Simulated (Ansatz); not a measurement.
All numbers below come from DFT PBE, scalar-relativistic, plane waves, PAW in Ansatz. All cells share a 420 eV cutoff and Γ-centred k meshes spaced at most about 0.3 Å⁻¹ (about 0.25 or finer for metals, 2π included). No spin polarisation.

Temperature and zero-point effects are left out.

Question: Which of these relaxed structures of Sn₄Se₃ is the lowest in energy?
A.

```
Sn Se
1.0
     6.02398    0.00000    0.00000
     0.00000    6.02398    0.00000
     0.00000    0.00000    6.02398
Sn Se
4 3
Direct
  0.69674 0.69674 0.69674
  0.30326 0.30326 0.69674
  0.30326 0.69674 0.30326
  0.69674 0.30326 0.30326
  0.00000 0.00000 0.50000
  0.50000 0.00000 0.00000
  0.00000 0.50000 0.00000
```

B.

```
Sn Se
1.0
     2.02638    1.16993   13.60225
    -2.02638    1.16993   13.60225
     0.00000   -2.33987   13.60225
Sn Se
4 3
Direct
  0.13818 0.13818 0.13818
  0.86182 0.86182 0.86182
  0.71260 0.71260 0.71260
  0.28740 0.28740 0.28740
  0.42572 0.42572 0.42572
  0.57428 0.57428 0.57428
  0.00000 0.00000 0.00000
```

Answer: B. The other, A, lies 60 meV/atom higher. Forms: B R-3m; A P-43m. Counting Se atoms around Sn (those within 1.25 times the shortest such distance or 1.15 times the sum of covalent radii, 1.27 where that leaves under three; a slash parts the counts of unlike sites): B has Sn 3/6; A has Sn 3. Both come from invented guesses. The lowest form computed isn't among them: it has space group P4/nmm (No. 129), 28.5 Å³/atom and lies 47 meV/atom below the best shown.

Cells relaxed within their symmetry can be saddle points. Some candidate types were left out of the draw beforehand, so a known form may be missing.
